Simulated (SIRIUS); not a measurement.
# Sb (Pm-3m) in SIRIUS: reference runs

Reference runs on Sb: the cell as given and a disturbed copy.

Program: SIRIUS 7.12.0. These are calculated values, not measurements. Logs are shortened: lines on timing, memory, paths and dates and some standing lists are left out, and cuts for length are marked. The log counts tension as positive stress, the text compression.

### Step 1. Starting point

It takes space group Pm-3m (No. 221, cubic). Conventional cell: a = 3.160 Å, b = 3.160 Å, c = 3.160 Å, α = 90.00°, β = 90.00°, γ = 90.00°. Sb (site symmetry m-3m) is surrounded by 6 Sb at 3.16 Å.

This isn't the form of Sb at room conditions, which is rhombohedral.

### Step 2. Single point, PBEsol

Input file sirius.json:

```json
{
  "control": {
    "processing_unit": "cpu",
    "verbosity": 2,
    "num_bands_to_print": 14,
    "print_forces": true,
    "print_stress": true
  },
  "parameters": {
    "electronic_structure_method": "pseudopotential",
    "xc_functionals": ["XC_GGA_X_PBE_SOL", "XC_GGA_C_PBE_SOL"],
    "gk_cutoff": 9.0,
    "pw_cutoff": 18.0,
    "ngridk": [8, 8, 8],
    "shiftk": [0, 0, 0],
    "smearing": "fermi_dirac",
    "smearing_width": 0.0018374661,
    "num_bands": 14,
    "num_mag_dims": 0,
    "num_dft_iter": 100,
    "energy_tol": 1e-08,
    "density_tol": 1e-06
  },
  "iterative_solver": {
    "type": "davidson",
    "min_tolerance": 1e-10
  },
  "mixer": {
    "type": "anderson",
    "beta": 0.7,
    "max_history": 8
  },
  "settings": {
    "tol_ne": 1e-10,
    "pseudo_grid_cutoff": 6.5
  },
  "unit_cell": {
    "lattice_vectors": [
      [5.971534553817, 0.0, 0.0],
      [0.0, 5.971534553817, 0.0],
      [0.0, 0.0, 5.971534553817]
    ],
    "atom_coordinate_units": "lattice",
    "atom_types": ["Sb"],
    "atom_files": {
      "Sb": "Sb.json"
    },
    "atoms": {
      "Sb": [
        [0.0, 0.0, 0.0]
      ]
    }
  }
}
```

Potentials or basis: PseudoDojo 0.4.1 PBEsol standard (scalar relativistic).

Started as:

```sh
$ upf_to_json Sb.upf
$ OMP_NUM_THREADS=1 sirius.scf --input=sirius.json --output=out.json --task=0
```

Output:

```text
[info] SIRIUS version : 7.12.0
[info] number of MPI ranks           : 1
[info] MPI grid                      : 1 1
[info] maximum number of OMP threads : 1
[fft] FFT context for density and potential
[fft] =====================================
[fft]   comm size                             : 1
[fft]   plane wave cutoff                     : 18
[fft]   grid size                             : 40 40 40   total : 64000
[fft]   grid limits                           : -19 20   -19 20   -19 20
[fft]   number of G-vectors within the cutoff : 10432
[fft]   local number of G-vectors             : 10432
[fft]   number of G-shells                    : 587
[fft] FFT context for coarse grid
[fft] =====================================
[fft]   comm size                             : 1
[fft]   plane wave cutoff                     : 18
[fft]   grid size                             : 40 40 40   total : 64000
[fft]   grid limits                           : -19 20   -19 20   -19 20
[fft]   number of G-vectors within the cutoff : 10432
[fft]   local number of G-vectors             : 10432
[fft]   number of G-shells                    : 587
[unit cell] lattice vectors
[unit cell]   a1 :       5.9715345538      0.0000000000      0.0000000000
[unit cell]   a2 :       0.0000000000      5.9715345538      0.0000000000
[unit cell]   a3 :       0.0000000000      0.0000000000      5.9715345538
[unit cell] reciprocal lattice vectors
[unit cell]   b1 :       1.0521893913      0.0000000000      0.0000000000
[unit cell]   b2 :       0.0000000000      1.0521893913      0.0000000000
[unit cell]   b3 :       0.0000000000      0.0000000000      1.0521893913
[unit cell] unit cell volume :       212.94029382 [a.u.^3]
[unit cell] 1/sqrt(omega)    :         0.06852848
[unit cell] MT volume        :         0.00000000 ( 0.00%)
[unit cell] IT volume        :       212.94029382 (100.00%)
[unit cell] number of atom types : 1
[unit cell] type id : 0 symbol : Sb mt_radius :  14.330000 num_atoms : 1
[unit cell] total number of atoms : 1
[unit cell] number of symmetry classes : 1
[unit cell] number of PAW atoms : 0
[unit cell] atom id  type id  class id             position                      vector_field
[unit cell] ------------------------------------------------------------------------------------------
[unit cell]      0        0        0      0.00000   0.00000   0.00000      0.00000   0.00000   0.00000
[unit cell] atom id         position (Cartesian, a.u.)
[unit cell] ---------------------------------------------
[unit cell]      0       0.000000    0.000000    0.000000
[unit cell] class id : 0 atom id : 0
[unit cell] minimum bond length:     5.971535
[unit cell] total number of pseudo wave-functions: 9
[sym] space group number   : 221
[sym] international symbol : Pm-3m
[sym] Hall symbol          : -P 4 2 3
[sym] space group transformation matrix :
[sym]   1.0000  0.0000  0.0000
[sym]   0.0000  1.0000  0.0000
[sym]   0.0000  0.0000  1.0000
[sym] space group origin shift :
[sym]   0.0000  0.0000  0.0000
[sym] number of space group operations  : 48
[sym] number of magnetic group operations : 48
[sym] metric tensor error: 0.0000e+00
[sym] rotation matrix error: 0.0000e+00
[sym] symmetry operations
[... list of symmetry operations ...]
[atom type] label          : Sb
[atom type] --------------------------------------------------------------------------------
[atom type] symbol         : Sb
[atom type] name           :
[atom type] zn             : 15
[atom type] mass           : 0
[atom type] mt_radius      : 14.33
[atom type] num_mt_points  : 1434
[atom type] grid_origin    : 0
[atom type] grid_name      : external
[atom type] number of core electrons    : 0
[atom type] number of valence electrons : 15
[atom type] total number of radial functions : 6
[atom type] lmax of radial functions         : 2
[atom type] max. number of radial functions  : 2
[atom type] total number of basis functions  : 18
[atom type] number of aw basis functions     : 18
[atom type] number of lo basis functions     : 0
[atom type] lmax_apw                         : -1
[atom type] lmax of beta-projectors          : 2
[... 132 lines left out ...]
[find] <rho|V^{H}>                    :      44.54056411
[find] one-electron contribution      :     -37.11116307 (Ha),     -74.22232615 (Ry)
[find] hartree contribution           :      22.27028205
[find] xc contribution                :     -22.48420103
[find] ewald contribution             :     -53.45292128
[find] PAW contribution               :       0.00000000
[find] smearing (-TS)                 :      -0.00026771
[find] SCF correction                 :      -0.00166079
[find] Total energy                   :     -90.77966412 (Ha),    -181.55932824 (Ry)
[find] Free energy (E-TS)             :     -90.77993184 (Ha),    -181.55986367 (Ry)
[find] band gap (eV)                  :       0.00000000
[find] Efermi                         :       0.34355614
[find] iteration : 1, RMS (target) : 7.1739e-03 (1.0000e-06) , energy difference (target) : -1.3995e-03 (1.0000e-08)
[find] | SCF iteration   2 out of 100|
[diagonalize] iterative solver tolerance (occupied, empty): 0.000717391 0.000717391
[diagonalize] average number of iterations: 3.08571
[... levels, occupations and energy terms ...]
[find] Total energy                   :     -90.77973566 (Ha),    -181.55947132 (Ry)
[find] Free energy (E-TS)             :     -90.78000325 (Ha),    -181.56000649 (Ry)
[find] band gap (eV)                  :       0.00000000
[find] Efermi                         :       0.34337370
[find] iteration : 2, RMS (target) : 1.0751e-03 (1.0000e-06) , energy difference (target) : -7.1537e-05 (1.0000e-08)
[find] | SCF iteration   3 out of 100|
[diagonalize] iterative solver tolerance (occupied, empty): 0.000107506 0.000107506
[diagonalize] average number of iterations: 3.68571
[find] Total energy                   :     -90.77974255 (Ha),    -181.55948511 (Ry)
[find] Free energy (E-TS)             :     -90.78001013 (Ha),    -181.56002025 (Ry)
[find] band gap (eV)                  :       0.00000000
[find] Efermi                         :       0.34336753
[find] iteration : 3, RMS (target) : 1.8092e-04 (1.0000e-06) , energy difference (target) : -6.8945e-06 (1.0000e-08)
[find] | SCF iteration   4 out of 100|
[diagonalize] iterative solver tolerance (occupied, empty): 1.80924e-05 1.80924e-05
[diagonalize] average number of iterations: 3
[find] Total energy                   :     -90.77974362 (Ha),    -181.55948723 (Ry)
[... 28 lines left out ...]
[find] | SCF iteration   8 out of 100|
[diagonalize] iterative solver tolerance (occupied, empty): 2.71574e-07 2.71574e-07
[diagonalize] average number of iterations: 3.05714
[find] Total energy                   :     -90.77974385 (Ha),    -181.55948770 (Ry)
[find] Free energy (E-TS)             :     -90.78001142 (Ha),    -181.56002285 (Ry)
[find] band gap (eV)                  :       0.00000000
[find] Efermi                         :       0.34340070
[find] iteration : 8, RMS (target) : 2.1371e-06 (1.0000e-06) , energy difference (target) : -2.0153e-09 (1.0000e-08)
[find] bands are converged : true
[find] iterative solver converged : false
[find] +------------------------------+
[find] | SCF iteration   9 out of 100|
[find] +------------------------------+
[diagonalize] iterative solver tolerance (occupied, empty): 1.35787e-07 1.35787e-07
[diagonalize] average number of iterations: 1.74286
[diagonalize] Lowest band energies
[diagonalize] ik:    0   -0.722039   -0.722039   -0.716742   -0.716742   -0.716742   -0.094994    0.460541    0.460541    0.460541    0.605378    0.605378    0.631084    1.089569    1.122170
[diagonalize] ik:    1   -0.722011   -0.721338   -0.716940   -0.716940   -0.716726   -0.087193    0.383625    0.468007    0.468007    0.612332    0.628721    0.706503    0.979965    0.979965
[diagonalize] ik:    2   -0.721942   -0.719639   -0.717419   -0.717419   -0.716689   -0.064714    0.277643    0.488440    0.488440    0.632832    0.651569    0.842674    0.882090    0.882091
[diagonalize] ik:    3   -0.721873   -0.717933   -0.717894   -0.717894   -0.716651   -0.032762    0.191992    0.514137    0.514137    0.664404    0.688546    0.809212    0.809212    0.813424
[diagonalize] ik:    4   -0.721844   -0.718091   -0.718091   -0.717224   -0.716635   -0.013047    0.153982    0.527423    0.527423    0.688163    0.730156    0.756939    0.774778    0.780148
[diagonalize] ...
[diagonalize] ik:   30   -0.719649   -0.718760   -0.718760   -0.716947   -0.714446    0.104177    0.251965    0.251965    0.425628    0.462046    0.630447    0.630447    0.735759    1.057461
[diagonalize] ik:   31   -0.719136   -0.719114   -0.719114   -0.715540   -0.715540    0.094949    0.297119    0.297119    0.320273    0.540333    0.572427    0.572427    0.732126    1.136512
[diagonalize] ik:   32   -0.719358   -0.719342   -0.719097   -0.715525   -0.714799    0.116895    0.263393    0.310637    0.329627    0.516609    0.542801    0.587120    0.692172    1.155596
[diagonalize] ik:   33   -0.719584   -0.719324   -0.719324   -0.715150   -0.714415    0.140216    0.277345    0.277345    0.334998    0.498033    0.556758    0.556758    0.650193    1.209782
[diagonalize] ik:   34   -0.719557   -0.719557   -0.719557   -0.714403   -0.714403    0.165644    0.290670    0.290670    0.290670    0.527320    0.527320    0.527320    0.604342    1.300284
[find] Charges and magnetic moments
[find] --------------------------------------------------------------------------------
[find] total charge          : 15.000000
[find] Energy
[find] --------------------------------------------------------------------------------
[find] valence_eval_sum               :      -6.37556750
[find] <rho|V^{XC}>                   :     -13.80259546
[find] <rho|E^{XC}>                   :     -22.48429073
[find] <mag|B^{XC}>                   :       0.00000000
[find] <rho|V^{H}>                    :      44.53911854
[find] one-electron contribution      :     -37.11209058 (Ha),     -74.22418115 (Ry)
[find] hartree contribution           :      22.26955927
[find] xc contribution                :     -22.48429073
[find] ewald contribution             :     -53.45292128
[find] PAW contribution               :       0.00000000
[find] smearing (-TS)                 :      -0.00026758
[find] SCF correction                 :      -0.00000053
[find] Total energy                   :     -90.77974385 (Ha),    -181.55948770 (Ry)
[find] Free energy (E-TS)             :     -90.78001143 (Ha),    -181.56002285 (Ry)
[find] band gap (eV)                  :       0.00000000
[find] Efermi                         :       0.34340082
[find] iteration : 9, RMS (target) : 5.3164e-07 (1.0000e-06) , energy difference (target) : -5.7852e-10 (1.0000e-08)
[find] bands are converged : true
[find] iterative solver converged : false
[find] converged after 10 SCF iterations!
[find] Charges and magnetic moments
[find] --------------------------------------------------------------------------------
[find] total charge          : 15.000000
[find] Energy
[find] --------------------------------------------------------------------------------
[find] valence_eval_sum               :      -6.37556750
[find] <rho|V^{XC}>                   :     -13.80259546
[find] <rho|E^{XC}>                   :     -22.48429073
[find] <mag|B^{XC}>                   :       0.00000000
[find] <rho|V^{H}>                    :      44.53911854
[find] one-electron contribution      :     -37.11209058 (Ha),     -74.22418115 (Ry)
[find] hartree contribution           :      22.26955927
[find] xc contribution                :     -22.48429073
[find] ewald contribution             :     -53.45292128
[find] PAW contribution               :       0.00000000
[find] smearing (-TS)                 :      -0.00026758
[find] SCF correction                 :      -0.00000053
[find] Total energy                   :     -90.77974385 (Ha),    -181.55948770 (Ry)
[find] Free energy (E-TS)             :     -90.78001143 (Ha),    -181.56002285 (Ry)
[find] band gap (eV)                  :       0.00000000
[find] Efermi                         :       0.34340082
[ground_state] === stress tensor components [kbar] ===
[ground_state] === stress_kin ===
[ground_state] -48947.438829    0.000000    0.000000
[ground_state]     0.000000-48947.438829   -0.000000
[ground_state]     0.000000   -0.000000-48947.438829
[ground_state] === stress_har ===
[ground_state] -10256.286031    0.000000    0.000000
[ground_state]     0.000000-10256.286031   -0.000000
[ground_state]     0.000000   -0.000000-10256.286031
[ground_state] === stress_ewald ===
[ground_state] 24617.840130    0.000000   -0.000000
[ground_state]     0.00000024617.840130    0.000000
[ground_state]    -0.000000    0.00000024617.840130
[ground_state] === stress_vloc ===
[ground_state]  7271.684898   -0.000000    0.000000
[ground_state]    -0.000000 7271.684898   -0.000000
[ground_state]     0.000000   -0.000000 7271.684898
[ground_state] === stress_xc ===
[ground_state] -11843.544126    0.000000    0.000000
[ground_state]     0.000000-11843.544126    0.000000
[ground_state]     0.000000    0.000000-11843.544126
[ground_state] === stress_core ===
[ground_state] 18264.573315    0.000000    0.000000
[ground_state]     0.00000018264.573315    0.000000
[ground_state]     0.000000    0.00000018264.573315
[ground_state] === stress_nonloc ===
[ground_state] 20940.254286    0.000000   -0.000000
[ground_state]     0.00000020940.254286    0.000000
[ground_state]    -0.000000    0.00000020940.254286
[ground_state] === stress_us_nl ===
[ground_state] 20940.254286    0.000000   -0.000000
[ground_state]     0.00000020940.254286    0.000000
[ground_state]    -0.000000    0.00000020940.254286
[ground_state] === stress_total ===
[ground_state]    47.083643   -0.000000    0.000000
[ground_state]    -0.000000   47.083643   -0.000000
[ground_state]     0.000000   -0.000000   47.083643
[ground_state] ==== total Forces in Ha/bohr =====
[ground_state] atom:    0, force:       0.0000000      0.0000000      0.0000000
[... 8 lines left out ...]
[ground_state] ==== Ewald forces from ions =====
[ground_state] atom:    0, force:       0.0000000      0.0000000      0.0000000
[~DFT_ground_state] local op. applied: 11253
[~DFT_ground_state] evp. work count: 3244.87
[~DFT_ground_state] number of iterative solver steps: 930
```

It took 16 s on 1 thread of AMD EPYC 7R43 (Zen 3), shared host; peak memory 0.2 GiB.

Results:

```
Free energy            : -2470.2500 eV
Pressure               : -4.7 GPa
Band gap on the k mesh : none (metal or under the smearing width)
```

Spin-orbit coupling is left out, which matters for the levels of Sb.

### Step 3. Single point, PBEsol (cell strained at random at fixed volume)

sirius.json, as its differences from that of step 2:

```diff
@@ -38,5 +38,5 @@
     "lattice_vectors": [
-      [5.971534553817, 0.0, 0.0],
-      [0.0, 5.971534553817, 0.0],
-      [0.0, 0.0, 5.971534553817]
+      [6.015122976608, -0.017304222123, -0.149792920721],
+      [-0.017304222123, 5.928463915985, -0.10683377673],
+      [-0.149792920721, -0.10683377673, 5.977052554101]
     ],
@@ -49,3 +49,3 @@
       "Sb": [
-        [0.0, 0.0, 0.0]
+        [0.003503, 0.003065, -0.021741]
       ]
```

Potentials or basis: PseudoDojo 0.4.1 PBEsol standard (scalar relativistic).

Started as:

```sh
$ upf_to_json Sb.upf
$ OMP_NUM_THREADS=1 sirius.scf --input=sirius.json --output=out.json --task=0
```

Output:

```text
[info] SIRIUS version : 7.12.0
[info] number of MPI ranks           : 1
[info] MPI grid                      : 1 1
[info] maximum number of OMP threads : 1
[fft] FFT context for density and potential
[fft] =====================================
[fft]   comm size                             : 1
[fft]   plane wave cutoff                     : 18
[fft]   grid size                             : 40 36 40   total : 57600
[fft]   grid limits                           : -19 20   -17 18   -19 20
[fft]   number of G-vectors within the cutoff : 10474
[fft]   local number of G-vectors             : 10474
[fft]   number of G-shells                    : 10474
[fft] FFT context for coarse grid
[fft] =====================================
[fft]   comm size                             : 1
[fft]   plane wave cutoff                     : 18
[fft]   grid size                             : 40 36 40   total : 57600
[fft]   grid limits                           : -19 20   -17 18   -19 20
[fft]   number of G-vectors within the cutoff : 10474
[fft]   local number of G-vectors             : 10474
[fft]   number of G-shells                    : 10474
[... 336 lines left out ...]
[ground_state]   253.999893  180.895152-10237.111865
[ground_state] === stress_ewald ===
[ground_state] 25142.262386   54.000081  425.942044
[ground_state]    54.00008124069.871679  306.402118
[ground_state]   425.942044  306.40211824653.916071
[ground_state] === stress_vloc ===
[ground_state]  6435.903906  -83.133740 -669.692676
[ground_state]   -83.133740 8132.979877 -479.627139
[ground_state]  -669.692676 -479.627139 7217.764299
[ground_state] === stress_xc ===
[ground_state] -11843.586613   -0.005033    0.081359
[ground_state]    -0.005033-11843.891732    0.055894
[ground_state]     0.081359    0.055894-11843.720555
[ground_state] === stress_core ===
[ground_state] 18264.565409   -0.015145   -0.000560
[ground_state]    -0.01514518264.634928   -0.032297
[ground_state]    -0.000560   -0.03229718264.579267
[ground_state] === stress_nonloc ===
[ground_state] 20942.897676   -1.066784   -4.168858
[ground_state]    -1.06678420938.199954   -2.967159
[ground_state]    -4.168858   -2.96715920941.161807
[ground_state] === stress_us_nl ===
[ground_state] 20942.897676   -1.066784   -4.168858
[ground_state]    -1.06678420938.199954   -2.967159
[ground_state]    -4.168858   -2.96715920941.161807
[ground_state] === stress_total ===
[ground_state]    55.003415    1.291886   -5.231863
[ground_state]     1.291886   37.790185   -0.867279
[ground_state]    -5.231863   -0.867279   50.458424
[ground_state] ==== total Forces in Ha/bohr =====
[ground_state] atom:    0, force:       0.0000000      0.0000000      0.0000000
[... 8 lines left out ...]
[ground_state] ==== Ewald forces from ions =====
[ground_state] atom:    0, force:       0.0000000      0.0000000      0.0000000
[~DFT_ground_state] local op. applied: 84843
[~DFT_ground_state] evp. work count: 24432.1
[~DFT_ground_state] number of iterative solver steps: 7547
```

Wall time 95 s (1 thread of AMD EPYC 7R43 (Zen 3), shared host); peak memory 0.92 GiB.

What came out:

```
Free energy            : -2470.2476 eV
Pressure               : -4.8 GPa
Band gap on the k mesh : none (metal or under the smearing width)
```

Stress tensor (GPa, compression positive):
```
-5.50 -0.13  0.52
-0.13 -3.78  0.09
 0.52  0.09 -5.05
```
